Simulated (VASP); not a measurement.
# Ni (Fm-3m) in VASP: relaxation of shape and atoms at fixed volume with PBE

Aim: the relaxation of shape and atoms at fixed volume of Ni with PBE.

All numbers are computed with VASP 6.6.1; they aren't measurements. Logs are shortened: lines on timing, memory, paths and dates and some standing lists are left out, and cuts for length are marked.

## 1. The crystal as given

It takes space group Fm-3m (No. 225, cubic). Conventional cell: a = 3.475 Å, b = 3.475 Å, c = 3.475 Å, α = 90.00°, β = 90.00°, γ = 90.00°. Ni (site symmetry m-3m) is surrounded by 12 Ni at 2.46 Å.

## 2. Relaxation of shape and atoms at fixed volume, PBE, collinear spin, ferromagnetic start

INCAR reads:

```
SYSTEM = Ni
PREC = Medium ; ENCUT = 600
EDIFF = 1E-6 ; ISMEAR = -1
SIGMA = 0.05 ; LREAL = .False.
LASPH = .True. ; NELM = 150
ALGO = Fast ; ISIF = 4
LWAVE = .False. ; LCHARG = .False.
ISPIN = 2 ; MAGMOM = 1
LORBIT = 11 ; LMAXMIX = 4
GGA = PE ; IBRION = 2
NSW = 40 ; EDIFFG = -0.005
NELECT = 10.5
```

KPOINTS reads:

```
Automatic mesh
0
Gamma
  10 10 10
  0 0 0
```

POSCAR reads:

```
Ni
1.0
    0.0000000000      1.7375729330      1.7375729330
    1.7375729330      0.0000000000      1.7375729330
    1.7375729330      1.7375729330      0.0000000000
Ni
1
Direct
    0.0000000000      0.0000000000      0.0000000000
```

Potentials or basis: VASP PAW PBE potentials, release 64 (Ni).

The run is started by

```sh
cat potpaw_PBE.64/Ni/POTCAR > POTCAR
mpirun -np 1 vasp_std > vasp.out
```

OUTCAR:

```text
SYSTEM = Ni
   PREC = Medium
   ENCUT = 600
   EDIFF = 1E-6
   ISMEAR = -1
   LREAL = .False.
   LASPH = .True.
   NELM = 150
   ISIF = 4
   ISPIN = 2
   LORBIT = 11
   GGA = PE
   IBRION = 2
   NSW = 40
   EDIFFG = -0.005
   NELECT = 10.5

 ion  position               nearest neighbor table
   1  0.000  0.000  0.000-

  LATTYP: Found a face centered cubic cell.
 ALAT       =     3.4751458660

  Lattice vectors:

 A1 = (   0.0000000000,   1.7375729330,   1.7375729330)
 A2 = (   1.7375729330,   0.0000000000,   1.7375729330)
 A3 = (   1.7375729330,   1.7375729330,   0.0000000000)

Analysis of symmetry for initial positions (statically):
=====================================================================
 Subroutine PRICEL returns:
 Original cell was already a primitive cell.

 Routine SETGRP: Setting up the symmetry group for a
 face centered cubic supercell.

 Subroutine GETGRP returns: Found 48 space group operations
 (whereof 48 operations were pure point group operations)
 out of a pool of 48 trial point group operations.

The static configuration has the point symmetry O_h .

Analysis of symmetry for dynamics (positions and initial velocities):
=====================================================================
 Subroutine PRICEL returns:
 Original cell was already a primitive cell.

 Routine SETGRP: Setting up the symmetry group for a
 face centered cubic supercell.

 Subroutine GETGRP returns: Found 48 space group operations
 (whereof 48 operations were pure point group operations)
 out of a pool of 48 trial point group operations.

The dynamic configuration has the point symmetry O_h .

Analysis of structural, dynamic, and magnetic symmetry:
=====================================================================
 Subroutine PRICEL returns:
 Original cell was already a primitive cell.

 Routine SETGRP: Setting up the symmetry group for a
 face centered cubic supercell.

 Subroutine GETGRP returns: Found 48 space group operations
 (whereof 48 operations were pure point group operations)
 out of a pool of 48 trial point group operations.

The overall configuration has the point symmetry O_h .

 Subroutine INISYM returns: Found 48 space group operations
 (whereof 48 operations are pure point group operations),
 and found     1 'primitive' translations

----------------------------------------------------------------------------------------

                                     Primitive cell

  volume of cell :      10.4920

  direct lattice vectors                    reciprocal lattice vectors
     0.000000000  1.737572933  1.737572933    -0.287757705  0.287757705  0.287757705
     1.737572933  0.000000000  1.737572933     0.287757705 -0.287757705  0.287757705
     1.737572933  1.737572933  0.000000000     0.287757705  0.287757705 -0.287757705

  length of vectors
     2.457299207  2.457299207  2.457299207     0.498410966  0.498410966  0.498410966

  position of ions in fractional coordinates (direct lattice)
     0.000000000  0.000000000  0.000000000

  ion indices of the primitive-cell ions
   primitive index   ion index
                 1           1

----------------------------------------------------------------------------------------

 KPOINTS: Automatic mesh

Automatic generation of k-mesh.
 Grid dimensions read from file:
 generate k-points for:   10   10   10

 Generating k-lattice:

  Cartesian coordinates                     Fractional coordinates (reciprocal lattice)
    -0.028775771  0.028775771  0.028775771     0.100000000  0.000000000  0.000000000
     0.028775771 -0.028775771  0.028775771     0.000000000  0.100000000  0.000000000
     0.028775771  0.028775771 -0.028775771     0.000000000  0.000000000  0.100000000

  Length of vectors
     0.049841097  0.049841097  0.049841097

  Shift w.r.t. Gamma in fractional coordinates (k-lattice)
     0.000000000  0.000000000  0.000000000

 Subroutine IBZKPT returns following result:
 ===========================================

 Found     47 irreducible k-points:

 Following reciprocal coordinates:
            Coordinates               Weight
  0.000000  0.000000  0.000000      1.000000
  0.100000  0.000000  0.000000      8.000000
  0.200000  0.000000  0.000000      8.000000
  0.300000  0.000000  0.000000      8.000000
  0.400000  0.000000  0.000000      8.000000
  0.500000  0.000000  0.000000      4.000000
[... 16 lines left out ...]
  0.300000  0.300000  0.000000      6.000000
  0.400000  0.300000  0.000000     24.000000
 [... further k-points ...]
   k-points           NKPTS =     47   k-points in BZ     NKDIM =     47   number of bands    NBANDS=     10
   number of dos      NEDOS =    301   number of ions     NIONS =      1
   total plane-waves  NPLWV =   4096
   dimension x,y,z NGX =    16 NGY =   16 NGZ =   16
   dimension x,y,z NGXF=    18 NGYF=   18 NGZF=   18
   ions per type =               1
   NGX,Y,Z   is equivalent  to a cutoff of  10.82, 10.82, 10.82 a.u.
   NGXF,Y,Z  is equivalent  to a cutoff of  12.18, 12.18, 12.18 a.u.
 SYSTEM =  Ni
   PREC   = medium    normal or accurate (medium, high low for compatibility)
   ISTART =      0    job   : 0-new  1-cont  2-samecut
   ICHARG =      2    charge: 1-file 2-atom 10-const
   ISPIN  =      2    spin polarized calculation?
   LNONCOLLINEAR =      F non collinear calculations
   LSORBIT =      F    spin-orbit coupling
   LASPH  =      T    aspherical Exc in radial PAW
   ENCUT  =  600.0 eV  44.10 Ry    6.64 a.u.   4.91  4.91  4.91*2*pi/ulx,y,z
   NELM   =    150;   NELMIN=  2; NELMDL= -5     # of ELM steps
   EDIFF  = 0.1E-05   stopping-criterion for ELM
   LREAL  =      F    real-space projection
   EDIFFG = -.5E-02   stopping-criterion for IOM
   NSW    =     40    number of steps for IOM
   IBRION =      2    ionic relax: 0-MD 1-quasi-New 2-CG
   NFREE  =      1    steps in history (QN), initial steepest desc. (CG)
   ISIF   =      4    stress and relaxation
   ISYM   =      2    0-nonsym 1-usesym 2-fastsym
   POTIM  = 0.5000    time-step for ionic-motion
   TEBEG  =    0.0;   TEEND  =   0.0 temperature during run
   PSTRESS=    0.0 pullay stress
   NELECT =      10.5000    total number of electrons
   NUPDOWN=      -1.0000    fix difference up-down
   EMIN   =  10.00;   EMAX   =-10.00  energy-range for DOS
   EFERMI =   0.00;   METHOD = LEGACY
   ISMEAR =    -1;   SIGMA  =   0.05  broadening in eV -4-tet -1-fermi 0-gaus
   EFERMI_NEDOS =   21; number of points for ismear=-14 and -15
   IALGO  =     68    algorithm
   IMIX   =      4    mixing-type and parameters
     AMIX     =   0.40;   BMIX     =  1.00
     AMIX_MAG =   1.60;   BMIX_MAG =  1.00
  volume/ion in A,a.u.               =      10.49        70.80
  Fermi-wavevector in a.u.,A,eV,Ry     =   1.637514  3.094452 36.483348  2.681450
  Thomas-Fermi vector in A             =   2.728641
   LORBIT       =     11    0 simple, 1 ext, 2 COOP (PROOUT), +10 PAW based schemes
   GGA     = PE    functional components
   LHFCALC =     F    Hartree Fock is set to
   AEXX    =    0.0000 exact exchange contribution
   IVDW    =     0    specifies the selected vdW correction
   LEPSILON=     F    determine dielectric tensor
   LRPA    =     F    only Hartree local field effects (RPA)
 conjugate gradient relaxation of ions
 spin polarized calculation
 RMM-DIIS sequential band-by-band and
  energy-cutoff  :      600.00
  volume of cell :       10.49
 maximum number of plane-waves:       360
   NGX =  9   NGY =  9   NGZ =  9

 number of electron      10.4999751 magnetization       0.2196223

 Free energy of the ion-electron system (eV)
  ---------------------------------------------------
  ext. energy  EPLUGINS =         0.00000000
  ---------------------------------------------------
  free energy    TOTEN  =        -0.31162019 eV

  energy without entropy =       -0.29812241  energy(sigma->0) =       -0.30487130

 E-fermi :  10.7184     XC(G=0): -13.8595

 val. band max:       10.7124668165   @ k =  -0.4000   0.4000   0.1000
 cond. band min:      10.7636992428   @ k =   0.5000   0.4000   0.0000
 fundamental gap:      0.0512324263
 Fermi energy:        10.7183735875

 spin component 1

 k-point     1 :       0.0000    0.0000    0.0000
  band No.  band energies     occupation
      1       0.2027      1.00000
      2       8.2570      1.00000
      3       8.2571      1.00000
      4       8.2571      1.00000
      5       9.5370      1.00000
      6       9.5371      1.00000
      7      33.3293      0.00000
      8      37.6287      0.00000
      9      37.6289      0.00000
     10      37.6293      0.00000

 k-point     2 :       0.1000    0.0000    0.0000
  band No.  band energies     occupation
      1       0.6036      1.00000
      2       8.1295      1.00000
      3       8.3504      1.00000
      4       8.3504      1.00000
      5       9.4969      1.00000
      6       9.4969      1.00000
      7      31.9393      0.00000
      8      34.8144      0.00000
      9      37.0206      0.00000
     10      37.0225      0.00000

 k-point     3 :       0.2000    0.0000    0.0000
  band No.  band energies     occupation
      1       1.7479      1.00000
      2       7.8461      1.00000
      3       8.4923      1.00000
      4       8.4923      1.00000
      5       9.5129      1.00000
      6       9.5129      1.00000
      7      27.1206      0.00000
      8      33.9183      0.00000
      9      36.1264      0.00000
     10      36.1266      0.00000
[... 248 lines left out ...]
 k-point    23 :       0.3000    0.3000    0.0000
  band No.  band energies     occupation
      1       4.1959      1.00000
      2       6.8181      1.00000
      3       8.7267      1.00000
      4       9.5765      1.00000
      5       9.5765      1.00000
      6      10.0673      1.00000
      7      27.5411      0.00000
      8      27.8773      0.00000
      9      27.8774      0.00000
     10      30.7080      0.00000

 k-point    24 :       0.4000    0.3000    0.0000
  band No.  band energies     occupation
      1       5.0928      1.00000
      2       6.6030      1.00000
      3       8.6851      1.00000
      4       9.6840      1.00000
      5      10.3185      0.99966
      6      10.6011      0.91252
      7      24.0469      0.00000
      8      25.2277      0.00000
      9      26.9400      0.00000
     10      31.5080      0.00000

 [... further k-points ...]

 spin component 2

 k-point     1 :       0.0000    0.0000    0.0000
  band No.  band energies     occupation
      1       0.2089      1.00000
      2       8.5026      1.00000
      3       8.5026      1.00000
      4       8.5026      1.00000
      5       9.7361      1.00000
      6       9.7361      1.00000
      7      33.3013      0.00000
      8      37.6363      0.00000
      9      37.6365      0.00000
     10      37.6365      0.00000

 k-point     2 :       0.1000    0.0000    0.0000
  band No.  band energies     occupation
      1       0.6100      1.00000
      2       8.3700      1.00000
      3       8.5967      1.00000
      4       8.5968      1.00000
      5       9.6955      1.00000
      6       9.6955      1.00000
      7      31.9553      0.00000
      8      34.8076      0.00000
      9      37.0456      0.00000
     10      37.0482      0.00000

 k-point     3 :       0.2000    0.0000    0.0000
  band No.  band energies     occupation
      1       1.7565      1.00000
      2       8.0709      1.00000
      3       8.7310      1.00000
      4       8.7310      1.00000
      5       9.7207      1.00000
      6       9.7207      1.00000
      7      27.1759      0.00000
      8      33.9008      0.00000
      9      36.1693      0.00000
     10      36.1701      0.00000
[... 248 lines left out ...]
 k-point    23 :       0.3000    0.3000    0.0000
  band No.  band energies     occupation
      1       4.2260      1.00000
      2       7.0298      1.00000
      3       8.8701      1.00000
      4       9.8396      1.00000
      5       9.8396      1.00000
      6      10.2722      0.99987
      7      27.5801      0.00000
      8      27.9162      0.00000
      9      27.9163      0.00000
     10      30.7696      0.00000

 k-point    24 :       0.4000    0.3000    0.0000
  band No.  band energies     occupation
      1       5.1561      1.00000
      2       6.8070      1.00000
      3       8.8407      1.00000
      4       9.9211      1.00000
      5      10.5558      0.96272
      6      10.8152      0.12595
      7      24.0999      0.00000
      8      25.2829      0.00000
      9      26.9740      0.00000
     10      31.5653      0.00000

 [... further k-points ...]

------------------------ aborting loop because EDIFF is reached ----------------------------------------

  FORCE on cell =-STRESS in cart. coord.  units (eV):
  Direction    XX          YY          ZZ          XY          YZ          ZX
  --------------------------------------------------------------------------------------
  -------------------------------------------------------------------------------------
  Total        8.1186194      8.1186194      8.1186194      0.0000000      0.0000000     -0.0000000
  in kB     1239.7486470   1239.7486470   1239.7486470      0.0000000      0.0000000     -0.0000000
  external PRESSURE =    1239.7486470 kB  Pullay stress =       0.0000000 kB

 VOLUME and BASIS-vectors are now :
 -----------------------------------------------------------------------------
  energy-cutoff  :      600.00
  volume of cell :       10.49
      direct lattice vectors                 reciprocal lattice vectors
     0.000000000  1.737572933  1.737572933    -0.287757705  0.287757705  0.287757705
     1.737572933  0.000000000  1.737572933     0.287757705 -0.287757705  0.287757705
     1.737572933  1.737572933  0.000000000     0.287757705  0.287757705 -0.287757705

 POSITION                                       TOTAL-FORCE (eV/Angst)
 -----------------------------------------------------------------------------------
      0.00000      0.00000      0.00000         0.000000      0.000000      0.000000
 -----------------------------------------------------------------------------------
    total drift:                               -0.000000     -0.000000     -0.000000

  FREE ENERGIE OF THE ION-ELECTRON SYSTEM (eV)
  ---------------------------------------------------
  free  energy   TOTEN  =        -0.3116201898 eV

  energy  without entropy=       -0.2981224147  energy(sigma->0) =       -0.30487130

 reached required accuracy - stopping structural energy minimisation

 total charge

# of ion       s       p       d       tot
------------------------------------------
    1        0.552   0.644   8.640   9.836

 magnetization (x)

# of ion       s       p       d       tot
------------------------------------------
    1        0.001  -0.003   0.223   0.220
```

It took 3.2 s on 1 thread of Intel Xeon 6975P-C (Granite Rapids), shared host; peak memory 0.11 GiB.

The run converged, but some of its settings lie outside the range that counts as converged (typed here: PREC = Medium; ISIF = 4; NELECT = 10.5), so its numbers aren't taken as properties of the crystal.

What came out:

* Free energy: -0.3116 eV
* Band gap on the k mesh: none (metal or under the smearing width)
* Net moment: 0.22 μB per cell
* Site moments: Ni +0.22 μB
* Valence electrons inside the program's atomic spheres: Ni 9.84

Caveat: the cell is charged against a uniform background, so pressure and absolute levels hang on convention; the relaxation stopped at its first step, so nothing moved; a pressure of tens of GPa on the cell as given is suspect, and the run, the potentials or the cell itself is likely at fault.

## 3. The reference run

An earlier run on the cell as given: functional PBEsol; potentials or basis VASP PAW PBE potentials, release 64 (Ni); cutoff 520 eV; k mesh 13 × 13 × 13; occupations fermi-dirac, width 0.05 eV; collinear spin, ferromagnetic start; starting moments [1.0] μB.

- Pressure: -2.4 GPa
- Band gap on the k mesh: none (metal or under the smearing width)
- Net moment: 0.62 μB per cell
- Site moments: Ni +0.63 μB
- Valence electrons inside the program's atomic spheres: Ni 9.38
